A pressure of 1 GPa, about ten thousand atmospheres, squeezes diamond by roughly 0.2 % of its volume and cadmium telluride by roughly 2 %. The bulk modulus $B$ measures this resistance: the relative loss of volume is the pressure divided by $B$, as long as the loss is small. Solids like these therefore have moduli of tens to hundreds of GPa. The table sets values computed with one density functional beside measured ones.

GPAW 26.7.0 calculations with the C09-vdW functional and plane waves for twelve cubic crystals, without spin polarisation or spin–orbit coupling and with Fermi–Dirac smearing of 0.05 eV. Each computed bulk modulus is taken at the energy minimum of an equation of state fitted to seven volumes, from 0.94 to 1.06 times that of the given cell.

```csv
formula,space group,volume of the given cell (Å³/atom),potentials or basis,wave cutoff (eV),k-mesh,computed bulk modulus (GPa),measured bulk modulus (GPa),"what was measured, and how",source,"computed over measured, less one (%)"
CdTe,F-43m,32.92,GPAW PAW data sets (gpaw data 1.2.1),600,6x6x6,41.8,42,B0 of zincblende phase; high-pressure XRD; powder,arXiv:2306.14539 (2023),-0.5
PbS,Fm-3m,26.09,GPAW PAW data sets (gpaw data 1.2.1),600,6x6x6,57.7,51,b0 from Birch-Murnaghan EOS fit; angle-dispersive powder XRD in DAC; powder,arXiv:cond-mat/0210013 (2002),13.1
Ge,Fd-3m,22.64,GPAW PAW data sets (gpaw data 1.2.1),600,8x8x8,65.1,75.8,bulk modulus of bulk Ge; not stated; bulk crystal,arXiv:1908.00180 (2019),-14.1
ZnS,F-43m,19.73,GPAW PAW data sets (gpaw data 1.2.1),600,7x7x7,74.6,76.9,B0; experimental value quoted from literature; bulk crystal,arXiv:0911.5022 (2009),-3.0
Al,Fm-3m,16.60,GPAW PAW data sets (gpaw data 1.2.1),600,11x11x11,78.7,76.9,bulk modulus; literature experiment; bulk crystal,pmc:3831299 (2013),2.3
GaP,F-43m,20.24,GPAW PAW data sets (gpaw data 1.2.1),600,8x8x8,86.4,87.5,"zero-pressure bulk modulus, 3rd-order Birch-Murnaghan fit with K' fixed at 4.5; single-crystal XRD in diamond anvil cell; bulk crystal",arXiv:1709.06667 (2017),-1.3
Cu,Fm-3m,11.81,GPAW PAW data sets (gpaw data 1.2.1),600,13x13x13,150.1,139,"from linear fit of volume against pressure, 5 to 33 MPa; synchrotron powder XRD under pressure; powder",pmc:10161880 (2023),8.0
BAs,F-43m,13.63,GPAW PAW data sets (gpaw data 1.2.1),800,8x8x8,138.4,148,literature experimental value; not stated; bulk crystal,arXiv:1911.11281 (2019),-6.5
BP,F-43m,11.68,GPAW PAW data sets (gpaw data 1.2.1),800,10x10x10,167.2,174,"B0, Murnaghan EOS fit with V0 fixed at 93.45 A^3; XRD in diamond anvil cell; powder",arXiv:1505.05714 (2015),-3.9
SiC,F-43m,10.35,GPAW PAW data sets (gpaw data 1.2.1),800,10x10x10,217.4,225,bulk modulus B; quoted earlier experiment; bulk crystal,pmc:9505936 (2022),-3.4
Ir,Fm-3m,14.06,GPAW PAW data sets (gpaw data 1.2.1),600,12x12x12,362.1,339,"B0 at ambient pressure, third-order Birch-Murnaghan; high-pressure powder XRD; powder",pmc:6586894 (2019),6.8
C,Fd-3m,5.67,GPAW PAW data sets (gpaw data 1.2.1),800,10x10x10,444.1,442,B0 from ultrasound; ultrasonic measurement; bulk crystal,arXiv:cond-mat/0702656 (2007),0.5
```

Each computed modulus belongs to the volume at which the functional itself puts the energy minimum, which differs somewhat from the volume of the given cell.

**(a) For which purposes is this level of theory accurate enough?**

*Solution.* It is good enough to tell soft from stiff. The measured moduli rise about tenfold from CdTe to diamond, while the computed ones miss them by 5 % on average and by 14 % at worst. The range is so wide because a modulus grows, roughly, with the binding energy per volume. Diamond packs short, strong bonds into less than 6 Å³ per atom, whereas CdTe spreads longer, weaker ones over more than 30 Å³. Volume alone does not decide, since iridium is far stiffer than BAs at nearly the same volume per atom, thanks to its many bonding d electrons.

For an estimate of how much a part shrinks under pressure, an allowance of 15 % on the computed shrinkage covers every crystal here. Germanium shows what its error means in practice. At 1 GPa the computed modulus predicts a shrinkage of $1/65.1$, or 1.5 %, where the measured one gives $1/75.8$, or 1.3 %. Many designs can bear such a difference.

The level is not good enough to rank materials whose moduli lie within about 10 % of each other. BAs is measured as 9 GPa stiffer than copper but computed as 12 GPa softer. The order flips because the two errors have opposite signs, and these signs mostly follow the type of bonding. All three metals come out too stiff, by 6 % on average, while seven of the eight tetrahedrally bonded crystals come out too soft, some only slightly; diamond is the exception. Comparisons within one class are thus somewhat safer than comparisons between classes, though germanium errs far more than the rest of its class and three metals are a small sample.

Temperature shifts this picture a little. The calculation holds the nuclei still, whereas moduli are usually measured at room temperature, where vibrations expand a crystal slightly and lower its modulus, typically by a few percent. A perfect static calculation should therefore land slightly above the measured value. Part of the metals' excess may be of this kind, and the true shortfall of the semiconductors is probably somewhat larger than it looks. Agreement to 1 %, as for diamond or CdTe, is no proof of 1 % accuracy.

**(b) Germanium has the largest error. How much of it comes from the volume that the functional chooses?**

*Solution.* A stretched bond is a softer bond. The simplest case is a diatomic molecule: its energy curve is steep on the short side and flattens towards dissociation, so near the minimum the curvature, which is the spring constant, falls as the atoms move apart. A crystal that the functional makes too large sits further out on a curve of the same kind. The likeness holds for the direction of the effect only, because the molecule has a single distance and none of the delocalised electrons of a metal.

The size follows from two definitions. The bulk modulus is $B=-V\,dP/dV$, with volume $V$ and pressure $P$, and its pressure derivative is $B'=dB/dP$. Together they give

$$\frac{dB}{B}=-B'\,\frac{dV}{V}.$$

If $B'$ stays constant over a small change of volume, integration from the minimum at $V_0$, where the modulus is $B_0$, leads to

$$B(V)=B_0\left(\frac{V_0}{V}\right)^{B'}.$$

In these crystals $B'$ lies between about 3 and 6. One percent too much volume therefore costs 3 to 6 % of the stiffness. This amplification is the number to keep in mind when judging any functional: a volume error that looks harmless becomes a visible error in the modulus.

For germanium the energy curve has its minimum at 23.15 Å³ per atom, while the given cell, which is close to the real crystal, has 22.64 Å³. The same curve gives $B'=5.6$. Hence

$$B=65.1\ \text{GPa}\times\left(\frac{23.15}{22.64}\right)^{5.6}\approx 74\ \text{GPa}.$$

The measured value is 75.8 GPa. Of the 10.7 GPa that are missing at the functional's own volume, the smaller cell restores 8.7 GPa, or about four fifths. Most of germanium's softness is thus a volume error in disguise. No measured modulus enters the estimate, which merely reads the computed energy curve at another point.

One reservation belongs to this crystal. At its computed volume germanium has no band gap, although the real material is a semiconductor; functionals of this kind are known to make gaps too small. Whether the lost gap also changes the stiffness cannot be separated here from the effect of the volume.

**(c) Should the modulus then always be taken at the measured cell, and what would that save?**

*Solution.* No. What rescues germanium fails as a general recipe. The program's output after this text applies the formula of part (b) to every crystal. CdTe must be set aside, for a reason given below. Among the other eleven, five improve and six get worse, and the average error stays at about 6 %.

Gallium phosphide shows why. At its own volume its modulus is only 1 % below the measured one, which looks like a success. Yet that volume is almost 3 % larger than the given cell, and at the given cell the modulus would be 11 % too high. Two errors have cancelled: the calculation makes this crystal too stiff at a fixed volume and then softens it by letting it expand. A good modulus is therefore convincing only if the volume is good as well. The functional need not be the only culprit. The germanium run has only 11 bands for two atoms, too few to hold the 3d electrons, so these are frozen in the core. The run for GaP has the same number, which suggests the same for gallium. Freezing these electrons may also shift the volume. Data sets that treat these electrons as valence would test this.

Iridium shows the same conflict, but here the cancellation is only partial. Its computed volume is 2 % larger than the given cell, which should make it soft, yet it is 7 % too stiff. At the given cell the excess grows to 18 %. An error in the volume cannot be the cause, and the table does not reveal what is. Spin–orbit coupling is left out for this heavy metal, and its effect was not tested. The measured side deserves some caution as well, because the table holds only a single measurement.

Lead sulfide, 13 % too stiff, gains little from the change of cell: 10 % of excess remains. Its calculation leaves out spin–orbit coupling, which matters for the electrons of lead. What the coupling does to the stiffness was not tested, so it should be included before the functional is blamed.

CdTe carries a warning of a different kind. The edge of its given cubic cell is 6.41 Å, while the functional's own minimum lies at 6.50 Å, close to the real crystal at roughly 6.5 Å. Only one of the seven computed points lies beyond that minimum, so the modulus fitted there is less certain than the others. Taking the modulus at the given cell would turn near agreement into an excess of 22 %. A cell from a database is not always a measured cell, and the amplification by $B'$ punishes the mistake.

The fixed cell also saves little work. A modulus is a curvature, so a calculation from energies alone needs three volumes or more even when the cell is known. The curves here have seven points each. Going down to three would save at most a little over half of the calculations, and it would give up the check on the fit that the additional points provide.

The practical course is to let the functional find its own volume, and to report that volume next to the modulus. If it is off by 1 % from a trustworthy measured cell, a shift of 3 to 6 % in the modulus is already explained. If the volume is right and the modulus is still wrong, the cause lies elsewhere: in the functional, in the PAW data sets, in the mesh or cutoff, in a missing effect such as spin–orbit coupling, in temperature or in the measurement. A purpose that needs 2 or 3 % calls for more than this level was shown to give. It requires a correction for thermal and zero-point motion and a test of mesh and cutoff, and then a comparison with other functionals, which this table does not contain.

Output of the analysis:

```
Modulus at the fitted volume and at the given cell:
   row  error at fitted volume (%)  fitted over given volume less one (%)  pressure derivative  modulus at given cell (GPa)  error at given cell (%)
  CdTe                     -0.4762                                  4.273                4.803                         51.1                    21.68
   PbS                       13.14                                 -1.014                2.951                        55.99                    9.785
    Ge                      -14.12                                  2.252                5.616                        73.77                   -2.672
   ZnS                      -2.991                                -0.2086                4.292                        73.93                   -3.856
    Al                       2.341                                -0.2017                4.446                           78                    1.426
   GaP                      -1.257                                  2.754                4.154                        96.72                    10.54
    Cu                       7.986                                  0.361                5.184                        152.9                    10.02
   BAs                      -6.486                                 0.7497                4.486                        143.1                     -3.3
    BP                      -3.908                                -0.1442                4.039                        166.2                   -4.466
   SiC                      -3.378                                  1.242                3.979                        228.3                    1.487
    Ir                       6.814                                  2.035                5.061                          401                    18.28
     C                      0.4751                                -0.3464                3.545                        438.7                  -0.7534
Mean size of error over all rows (%): 5.28
Rows with error below 5 %: 7
Rows with error below 10 %: 10
Mean signed error of the three metals (%): 5.713
Mean signed error of the eight tetrahedral crystals (%): -4.017
Median signed error of the eight tetrahedral crystals (%): -3.184
Computed modulus of Cu less that of BAs (GPa): 11.7
Measured modulus of Cu less that of BAs (GPa): -9
Computed modulus of Al less that of Ge (GPa): 13.6
Measured modulus of Al less that of Ge (GPa): 1.1
Stiffness missing in Ge at the fitted volume (GPa): 10.7
Stiffness that Ge regains at the given cell (GPa): 8.675
Cube edge of CdTe in the given cell (A): 6.41
Cube edge of CdTe at the fitted volume (A): 6.5
Mean size of error without CdTe at fitted volume (%): 5.717
Mean size of error without CdTe at given cell (%): 6.053
Rows of these eleven that improve at the given cell: 5
```
